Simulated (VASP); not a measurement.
# Sn (I4_1/amd) in VASP: notebook

Runs on Sn. Level: PBE. Tasks: relaxation of cell and atoms, single point.

Program: VASP 6.6.1. These are calculated values, not measurements. Logs are shortened: lines on timing, memory, paths and dates and some standing lists are left out, and cuts for length are marked.

## Step 1: The structure

Symmetry: I4_1/amd, No. 141, tetragonal system. The conventional cell has a = 5.839 Å, b = 5.839 Å, c = 3.188 Å, α = 90.00°, β = 90.00°, γ = 90.00°. Sn (site symmetry -4m2) has 6 Sn at 3.03 to 3.19 Å as nearest neighbours.

## Step 2: Relaxation of cell and atoms, PBE

The input, INCAR:

```
SYSTEM = Sn
PREC = Accurate ; ENCUT = 600
EDIFF = 1E-6 ; ISMEAR = 1
SIGMA = 0.1 ; LREAL = .False.
LASPH = .True. ; NELM = 80
ALGO = Normal ; ISIF = 3
LWAVE = .False. ; LCHARG = .False.
GGA = PE ; IBRION = 2
NSW = 90 ; EDIFFG = -0.01
```

The input, KPOINTS:

```
regular mesh
0
Gamma
  14 14 14
  0 0 0
```

The input, POSCAR:

```
Sn
1.0
   -2.9196440800      2.9196440800      1.5938000000
    2.9196440800     -2.9196440800      1.5938000000
    2.9196440800      2.9196440800     -1.5938000000
Sn
2
Direct
    0.0000000000      0.0000000000      0.0000000000
    0.7500000000      0.2500000000      0.5000000000
```

Potentials or basis: VASP PAW PBE potentials, release 64 (Sn_d).

The run is started by

```sh
> cat potpaw_PBE.64/Sn_d/POTCAR > POTCAR
> mpirun -np 1 vasp_std > vasp.out
```

OUTCAR:

```text
SYSTEM = Sn
   PREC = Accurate
   ENCUT = 600
   EDIFF = 1E-6
   ISMEAR = 1
   LREAL = .False.
   LASPH = .True.
   NELM = 80
   ISIF = 3
   GGA = PE
   IBRION = 2
   NSW = 90
   EDIFFG = -0.01

 ion  position               nearest neighbor table
   1  0.000  0.000  0.000-   2 3.03   2 3.03   2 3.03   2 3.03
   2  0.750  0.250  0.500-   1 3.03   1 3.03   1 3.03   1 3.03

  LATTYP: Found a body centered tetragonal cell.
 ALAT       =     5.8392881600
 C/A-ratio  =     0.5458884564

  Lattice vectors:

 A1 = (  -2.9196440800,   2.9196440800,   1.5938000000)
 A2 = (   2.9196440800,  -2.9196440800,   1.5938000000)
 A3 = (   2.9196440800,   2.9196440800,  -1.5938000000)

Analysis of symmetry for initial positions (statically):
=====================================================================
 Subroutine PRICEL returns:
 Original cell was already a primitive cell.

 Routine SETGRP: Setting up the symmetry group for a
 body centered tetragonal supercell.

 Subroutine GETGRP returns: Found 16 space group operations
 (whereof  8 operations were pure point group operations)
 out of a pool of 16 trial point group operations.

The static configuration has the point symmetry D_2d.
 The point group associated with its full space group is D_4h.

Analysis of symmetry for dynamics (positions and initial velocities):
=====================================================================
 Subroutine PRICEL returns:
 Original cell was already a primitive cell.

 Routine SETGRP: Setting up the symmetry group for a
 body centered tetragonal supercell.

 Subroutine GETGRP returns: Found 16 space group operations
 (whereof  8 operations were pure point group operations)
 out of a pool of 16 trial point group operations.

The dynamic configuration has the point symmetry D_2d.
 The point group associated with its full space group is D_4h.

 Subroutine INISYM returns: Found 16 space group operations
 (whereof  8 operations are pure point group operations),
 and found     1 'primitive' translations

----------------------------------------------------------------------------------------

                                     Primitive cell

  volume of cell :      54.3443

  direct lattice vectors                    reciprocal lattice vectors
[... 110 lines left out ...]
  Thomas-Fermi vector in A             =   2.442823
   LORBIT       =      0    0 simple, 1 ext, 2 COOP (PROOUT), +10 PAW based schemes
   GGA     = PE    functional components
   LHFCALC =     F    Hartree Fock is set to
   AEXX    =    0.0000 exact exchange contribution
   IVDW    =     0    specifies the selected vdW correction
   LEPSILON=     F    determine dielectric tensor
   LRPA    =     F    only Hartree local field effects (RPA)
 conjugate gradient relaxation of ions
 non-spin polarized calculation
 Methfessel and Paxton  Order N= 1 SIGMA  =   0.10
  energy-cutoff  :      600.00
  volume of cell :       54.34
 maximum number of plane-waves:      1842
   NGX = 17   NGY = 17   NGZ = 17

--------------------------------------- Ionic step        1  -------------------------------------------

 number of electron      27.9999999 magnetization

 Free energy of the ion-electron system (eV)
  ---------------------------------------------------
  ext. energy  EPLUGINS =         0.00000000
  ---------------------------------------------------
  free energy    TOTEN  =        -7.58891680 eV

  energy without entropy =       -7.58844405  energy(sigma->0) =       -7.58875922

------------------------ aborting loop because EDIFF is reached ----------------------------------------

  FORCE on cell =-STRESS in cart. coord.  units (eV):
  Direction    XX          YY          ZZ          XY          YZ          ZX
  --------------------------------------------------------------------------------------
  -------------------------------------------------------------------------------------
  Total        0.7623886      0.7623886      0.8022795      0.0000000      0.0000000      0.0000000
  in kB       22.4767414     22.4767414     23.6528056      0.0000000      0.0000000      0.0000000
  external PRESSURE =      22.8687628 kB  Pullay stress =       0.0000000 kB
[... 89 lines left out ...]
  FREE ENERGIE OF THE ION-ELECTRON SYSTEM (eV)
  ---------------------------------------------------
  free  energy   TOTEN  =        -7.6056859618 eV

  energy  without entropy=       -7.6048203853  energy(sigma->0) =       -7.60539744

[... ionic steps 4 to 13 ...]

--------------------------------------- Ionic step       14  -------------------------------------------

 number of electron      27.9999990 magnetization

------------------------ aborting loop because EDIFF is reached ----------------------------------------
[... 67 lines left out ...]
--------------------------------------- Ionic step       16  -------------------------------------------

 number of electron      27.9999990 magnetization

 Free energy of the ion-electron system (eV)
  ---------------------------------------------------
  ext. energy  EPLUGINS =         0.00000000
  ---------------------------------------------------
  free energy    TOTEN  =        -7.60576161 eV

  energy without entropy =       -7.60503299  energy(sigma->0) =       -7.60551874

 E-fermi :   7.4343     XC(G=0): -10.0991

 val. band max:        7.4300026099   @ k =  -0.2143   0.4286   0.0714
 cond. band min:       7.4346095901   @ k =  -0.4286   0.0714   0.0000
 fundamental gap:      0.0046069802
 Fermi energy:         7.4343283100

 k-point     1 :       0.0000    0.0000    0.0000
  band No.  band energies     occupation
      1     -14.1617      2.00000
      2     -14.0800      2.00000
      3     -14.0474      2.00000
      4     -14.0298      2.00000
      5     -13.9094      2.00000
      6     -13.9094      2.00000
[... 481 lines left out ...]
      5     -13.9564      2.00000
      6     -13.9502      2.00000
[... 10 lines left out ...]
     17      10.3733      0.00000
     18      11.4981      0.00000

 [... further k-points ...]

------------------------ aborting loop because EDIFF is reached ----------------------------------------

  FORCE on cell =-STRESS in cart. coord.  units (eV):
  Direction    XX          YY          ZZ          XY          YZ          ZX
  --------------------------------------------------------------------------------------
  -------------------------------------------------------------------------------------
  Total        0.0144827      0.0144827      0.0195824      0.0000000      0.0000000      0.0000000
  in kB        0.4090687      0.4090687      0.5531103      0.0000000      0.0000000      0.0000000
  external PRESSURE =       0.4570825 kB  Pullay stress =       0.0000000 kB
[... 17 lines left out ...]
  FREE ENERGIE OF THE ION-ELECTRON SYSTEM (eV)
  ---------------------------------------------------
  free  energy   TOTEN  =        -7.6057616060 eV

  energy  without entropy=       -7.6050329947  energy(sigma->0) =       -7.60551874

 reached required accuracy - stopping structural energy minimisation
```

OSZICAR:

```text
N       E                     dE             d eps       ncg     rms          rms(c)
DAV:   1     0.209713181258E+03    0.20971E+03   -0.16309E+04  8802   0.264E+03
DAV:   2     0.110493161112E+02   -0.19866E+03   -0.19653E+03  8790   0.476E+02
DAV:   3    -0.703712398200E+01   -0.18086E+02   -0.17884E+02 10040   0.144E+02
[... 101 lines left out ...]
DAV:   4    -0.760576139612E+01   -0.16242E-06   -0.17174E-06  5526   0.180E-02
  15 F= -.76057614E+01 E0= -.76055166E+01  d E =-.516025E-04
       N       E                     dE             d eps       ncg     rms          rms(c)
DAV:   1    -0.760576429231E+01   -0.30586E-05   -0.71148E-05  9562   0.751E-02    0.800E-03
DAV:   2    -0.760576251150E+01    0.17808E-05   -0.34421E-06  8158   0.340E-02    0.491E-03
DAV:   3    -0.760576160601E+01    0.90548E-06   -0.19001E-06  6940   0.221E-02
  16 F= -.76057616E+01 E0= -.76055187E+01  d E =-.518124E-04
```

Wall time 9.4 min (1 thread of Intel Xeon 6975P-C (Granite Rapids), shared host); peak memory 0.41 GiB.

What came out:

* Free energy: -7.6058 eV
* Relaxed volume: 28.36 Å³/atom
* Relaxed cell: a = 4.484 Å, b = 4.484 Å, c = 4.484 Å, α = 97.52°, β = 97.52°, γ = 137.57°
* Space group after relaxing (to 0.05 Å): I4_1/amd (No. 141)
* Energy gained by relaxing: 8.4 meV/atom
* Ionic steps: 16
* Pressure after relaxing: 0.0 GPa
* Band gap on the k mesh: none (metal or under the smearing width)

Step by step:
```csv
step,energy change (eV),largest force (eV/Å),pressure (GPa),volume (Å³)
1,0.0000,0.0000,2.29,54.34
2,-0.0156,0.0000,-0.50,57.45
3,-0.0168,0.0000,0.03,56.79
4,-0.0168,0.0000,-0.08,56.84
5,-0.0168,0.0000,0.06,56.73
6,-0.0168,0.0000,0.00,56.75
7,-0.0168,0.0000,0.02,56.74
8,-0.0168,0.0000,-0.01,56.74
9,-0.0168,0.0000,0.05,56.73
10,-0.0168,0.0000,0.03,56.73
11,-0.0168,0.0000,0.04,56.72
12,-0.0168,0.0000,0.06,56.72
13,-0.0168,0.0000,0.05,56.73
14,-0.0168,0.0000,0.05,56.72
15,-0.0168,0.0000,0.05,56.72
16,-0.0168,0.0000,0.05,56.72
```

Final structure:
```cif
data_structure
_symmetry_space_group_name_H-M 'P 1'
_symmetry_Int_Tables_number 1
_cell_length_a 4.4845
_cell_length_b 4.4845
_cell_length_c 4.4845
_cell_angle_alpha 97.524
_cell_angle_beta 97.524
_cell_angle_gamma 137.570
_cell_volume 56.72
loop_
_atom_site_label
_atom_site_type_symbol
_atom_site_fract_x
_atom_site_fract_y
_atom_site_fract_z
_atom_site_occupancy
Sn1 Sn 0.00000 0.00000 0.00000 1
Sn2 Sn 0.75000 0.25000 0.50000 1
```

PBE usually gives volumes a little too large and moduli too small. Zero-point motion and thermal expansion aren't in these numbers.

## Step 3: Relaxation of cell and atoms, PBE

This run uses another cell than the first one, of 28.36 Å³/atom, 1.044 times its volume.

The input, INCAR:

```
SYSTEM = Sn
PREC = Accurate ; ENCUT = 600
EDIFF = 1E-7 ; ISMEAR = 1
SIGMA = 0.1 ; LREAL = .False.
LASPH = .True. ; NELM = 80
ALGO = Normal ; ISIF = 3
LWAVE = .False. ; LCHARG = .False.
GGA = PE ; IBRION = 2
NSW = 90 ; EDIFFG = -0.005
```

KPOINTS is that of step 2.

The input, POSCAR:

```
Sn                                      
1.0
   -2.9561200343      2.9561200343      1.6227826408
    2.9561200343     -2.9561200343      1.6227826408
    2.9561200343      2.9561200343     -1.6227826408
  Sn            
     2
Direct
     0.0000000000000000    0.0000000000000000    0.0000000000000000
     0.7500000000000000    0.2500000000000000    0.5000000000000000
```

Potentials or basis: VASP PAW PBE potentials, release 64 (Sn_d).

The run is started by

```sh
> cat potpaw_PBE.64/Sn_d/POTCAR > POTCAR
> mpirun -np 1 vasp_std > vasp.out
```

OUTCAR:

```text
SYSTEM = Sn
   PREC = Accurate
   ENCUT = 600
   EDIFF = 1E-7
   ISMEAR = 1
   LREAL = .False.
   LASPH = .True.
   NELM = 80
   ISIF = 3
   GGA = PE
   IBRION = 2
   NSW = 90
   EDIFFG = -0.005

 ion  position               nearest neighbor table
   1  0.000  0.000  0.000-   2 3.07   2 3.07   2 3.07   2 3.07
   2  0.750  0.250  0.500-   1 3.07   1 3.07   1 3.07   1 3.07

  LATTYP: Found a body centered tetragonal cell.
 ALAT       =     5.9122400686
 C/A-ratio  =     0.5489569510

  Lattice vectors:

 A1 = (  -2.9561200343,   2.9561200343,   1.6227826408)
 A2 = (   2.9561200343,  -2.9561200343,   1.6227826408)
 A3 = (   2.9561200343,   2.9561200343,  -1.6227826408)

Analysis of symmetry for initial positions (statically):
=====================================================================
 Subroutine PRICEL returns:
 Original cell was already a primitive cell.

 Routine SETGRP: Setting up the symmetry group for a
 body centered tetragonal supercell.

 Subroutine GETGRP returns: Found 16 space group operations
[... 212 lines left out ...]
  free energy    TOTEN  =        -7.60610827 eV

  energy without entropy =       -7.60537546  energy(sigma->0) =       -7.60586400

 E-fermi :   7.4232     XC(G=0): -10.0947

 val. band max:        7.4225371383   @ k =  -0.4286   0.0714   0.0000
 cond. band min:       7.4263036656   @ k =   0.3571   0.2143  -0.0000
 fundamental gap:      0.0037665272
 Fermi energy:         7.4231887525

 k-point     1 :       0.0000    0.0000    0.0000
  band No.  band energies     occupation
      1     -14.1716      2.00000
      2     -14.0901      2.00000
      3     -14.0575      2.00000
      4     -14.0399      2.00000
      5     -13.9200      2.00000
      6     -13.9200      2.00000
[... 481 lines left out ...]
      5     -13.9669      2.00000
      6     -13.9606      2.00000
[... 10 lines left out ...]
     17      10.3624      0.00000
     18      11.4857      0.00000

 [... further k-points ...]

------------------------ aborting loop because EDIFF is reached ----------------------------------------

  FORCE on cell =-STRESS in cart. coord.  units (eV):
  Direction    XX          YY          ZZ          XY          YZ          ZX
  --------------------------------------------------------------------------------------
  -------------------------------------------------------------------------------------
  Total        0.0027612      0.0027612      0.0058197      0.0000000     -0.0000000      0.0000000
  in kB        0.0779185      0.0779185      0.1642256      0.0000000     -0.0000000      0.0000000
  external PRESSURE =       0.1066875 kB  Pullay stress =       0.0000000 kB

 VOLUME and BASIS-vectors are now :
 -----------------------------------------------------------------------------
  energy-cutoff  :      600.00
  volume of cell :       56.78
      direct lattice vectors                 reciprocal lattice vectors
    -2.956914656  2.956914656  1.623427487     0.000000000  0.169095175  0.307990350
     2.956914656 -2.956914656  1.623427487     0.169095175  0.000000000  0.307990350
     2.956914656  2.956914656 -1.623427487     0.169095175  0.169095175  0.000000000

 POSITION                                       TOTAL-FORCE (eV/Angst)
 -----------------------------------------------------------------------------------
      5.91383      0.00000      0.00000        -0.000000      0.000000      0.000000
     -0.00000      2.95691      0.81171         0.000000     -0.000000     -0.000000
 -----------------------------------------------------------------------------------
    total drift:                               -0.000000      0.000000     -0.000000

  FREE ENERGIE OF THE ION-ELECTRON SYSTEM (eV)
  ---------------------------------------------------
  free  energy   TOTEN  =        -7.6061082677 eV

  energy  without entropy=       -7.6053754557  energy(sigma->0) =       -7.60586400

 reached required accuracy - stopping structural energy minimisation
```

It took 2 min on 1 thread of Intel Xeon 6975P-C (Granite Rapids), shared host; peak memory 0.4 GiB.

What came out:

- Free energy: -7.6061 eV
- Relaxed volume: 28.39 Å³/atom
- Relaxed cell: a = 4.486 Å, b = 4.486 Å, c = 4.486 Å, α = 97.53°, β = 97.53°, γ = 137.57°
- Space group after relaxing (to 0.05 Å): I4_1/amd (No. 141)
- Energy gained by relaxing: 0.0 meV/atom
- Ionic steps: 2
- Pressure after relaxing: 0.0 GPa
- Band gap on the k mesh: none (metal or under the smearing width)

Final structure:
```
Sn
1.0
    -2.95691    2.95691    1.62343
     2.95691   -2.95691    1.62343
     2.95691    2.95691   -1.62343
Sn
2
Direct
  0.00000 0.00000 0.00000
  0.75000 0.25000 0.50000
```

## Step 4: Single point, PBE

This run uses another cell than the first one, of 28.39 Å³/atom, 1.045 times its volume.

The input, INCAR:

```
SYSTEM = Sn
PREC = Accurate ; ENCUT = 450
EDIFF = 1E-6 ; ISMEAR = 1
SIGMA = 0.1 ; LREAL = .False.
LASPH = .True. ; NELM = 80
ALGO = Normal ; ISIF = 2
LWAVE = .False. ; LCHARG = .False.
GGA = PE ; NBANDS = 21
```

KPOINTS is that of step 3.

The input, POSCAR:

```
Sn                                      
1.0
   -2.9569146556      2.9569146556      1.6234274871
    2.9569146556     -2.9569146556      1.6234274871
    2.9569146556      2.9569146556     -1.6234274871
  Sn            
     2
Direct
     0.0000000000000000    1.0000000000000000    1.0000000000000000
     0.7500000000000000    0.2500000000000000    0.5000000000000000
```

Potentials or basis: VASP PAW PBE potentials, release 64 (Sn_d).

The run is started by

```sh
> cat potpaw_PBE.64/Sn_d/POTCAR > POTCAR
> mpirun -np 1 vasp_std > vasp.out
```

OUTCAR:

```text
SYSTEM = Sn
   PREC = Accurate
   ENCUT = 450
   EDIFF = 1E-6
   ISMEAR = 1
   LREAL = .False.
   LASPH = .True.
   NELM = 80
   ISIF = 2
   GGA = PE

 ion  position               nearest neighbor table
   1  0.000  0.000  0.000-   2 3.07   2 3.07   2 3.07   2 3.07
   2  0.750  0.250  0.500-   1 3.07   1 3.07   1 3.07   1 3.07

  LATTYP: Found a body centered tetragonal cell.
 ALAT       =     5.9138293112
 C/A-ratio  =     0.5490275088

  Lattice vectors:

[... 767 lines left out ...]

  FORCE on cell =-STRESS in cart. coord.  units (eV):
  Direction    XX          YY          ZZ          XY          YZ          ZX
  --------------------------------------------------------------------------------------
  -------------------------------------------------------------------------------------
  Total        0.0057880      0.0057880      0.0140699      0.0000000      0.0000000      0.0000000
  in kB        0.1633314      0.1633314      0.3970362      0.0000000      0.0000000      0.0000000
  external PRESSURE =       0.2412330 kB  Pullay stress =       0.0000000 kB

 VOLUME and BASIS-vectors are now :
 -----------------------------------------------------------------------------
  energy-cutoff  :      450.00
  volume of cell :       56.78
      direct lattice vectors                 reciprocal lattice vectors
    -2.956914656  2.956914656  1.623427487     0.000000000  0.169095175  0.307990350
     2.956914656 -2.956914656  1.623427487     0.169095175  0.000000000  0.307990350
     2.956914656  2.956914656 -1.623427487     0.169095175  0.169095175  0.000000000

 POSITION                                       TOTAL-FORCE (eV/Angst)
 -----------------------------------------------------------------------------------
      0.00000      0.00000      0.00000        -0.000000      0.000000      0.000000
      0.00000      2.95691      0.81171         0.000000     -0.000000     -0.000000
 -----------------------------------------------------------------------------------
    total drift:                                0.000000     -0.000000      0.000000

  FREE ENERGIE OF THE ION-ELECTRON SYSTEM (eV)
  ---------------------------------------------------
  free  energy   TOTEN  =        -7.6064958006 eV

  energy  without entropy=       -7.6057634114  energy(sigma->0) =       -7.60625167
```

stdout:

```text
POSCAR found type information on POSCAR Sn
 POSCAR found :  1 types and       2 ions
 scaLAPACK will be used
 LDA part: xc-table for (Slater+PW92), standard interpolation
 POSCAR, INCAR and KPOINTS ok, starting setup
 FFT: planning ... GRIDC
 FFT: planning ... GRID_SOFT
 FFT: planning ... GRID
 WAVECAR not read
 entering main loop
```

Run time: 52 s. Hardware: 1 thread of Intel Xeon 6975P-C (Granite Rapids), shared host; peak memory 0.3 GiB.

Results:

```
Free energy            : -7.6065 eV
Pressure               : 0.0 GPa
Band gap on the k mesh : none (metal or under the smearing width)
```
